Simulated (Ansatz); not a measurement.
## Stationary points along a deformation path in Sn$_{3}$Se

The calculation used DFT PBEsol, scalar-relativistic, plane waves, PAW (Ansatz). Cutoff 420 eV, Γ-centred 12×12×12 k-points, Gaussian smearing of 0.15 eV. No spin polarisation. Energies are free energies at this smearing, counted from the undisturbed cell; pressure is positive in compression.

The starting cell (relaxed at this level; with this scan's settings it stands at -0.1 GPa; it needn't be the usual structure):

```
CELL_PARAMETERS angstrom
4.65961 0.00000 0.00000
0.00000 4.65961 0.00000
0.00000 0.00000 4.65961
ATOMIC_POSITIONS crystal
Sn 0.00000 0.50000 0.50000
Sn 0.50000 0.00000 0.50000
Sn 0.50000 0.50000 0.00000
Se 0.00000 0.00000 0.00000
```

At fixed volume and fractional coordinates, lengths along (0.577, 0.577, 0.577) are scaled against those across it; ρ is that ratio over its starting value. V = 25.292 Å³/atom. Δσ is the stress along the axis less the mean stress across it (compression positive).

| ρ | ΔE (meV/atom) | Δσ (GPa) | space group |
| --- | --- | --- | --- |
| 0.500 | -174.7 | 0.00 | Im-3m |
| 0.600 | -106.9 | -7.29 | R-3m |
| 0.710 | 19.5 | -4.89 | R-3m |
| 0.850 | 26.9 | 3.10 | R-3m |
| 1.000 | 0.0 | 0.00 | Pm-3m |
| 1.410 | 232.7 | -16.14 | R-3m |
| 2.000 | 1499.4 | -59.39 | R-3m |

Task: How does the stress give the slope of the energy, and where is the energy stationary?

Result: Along the path d ln(length) is 2/3 d ln ρ on the axis and −1/3 d ln ρ across it, so dE/d ln ρ = −(2/3) V Δσ: the energy falls with ρ where Δσ is positive. Δσ vanishes or changes sign at ρ = 0.500 (Im-3m, an end of the scan), at -174.7 meV/atom; between ρ = 0.710 and 0.850, a maximum (near 0.79 by linear interpolation); at ρ = 1.000 (Pm-3m), a minimum at 0.0 meV/atom. Pairs of stationary points between two samples would go unseen, and could change a minimum read from distant neighbours into a maximum. At ρ = 0.500, 1.000 the cell is cubic, where symmetry alone makes the stress isotropic and the slope zero.

Task: Is the start the lowest point of the path?

Result: No: ρ = 0.500 lies 174.7 meV/atom lower, behind a rise of at least 26.9 meV/atom. Volume and inner coordinates are held, so a relaxed structure there would lie lower still.

In a metal these slopes depend on the k mesh and the smearing.

Cost: 7 runs of about 7.8 core-minutes in all, on Intel Xeon Processor @ 2.50GHz (Skylake/Cascade Lake) (shared hosts).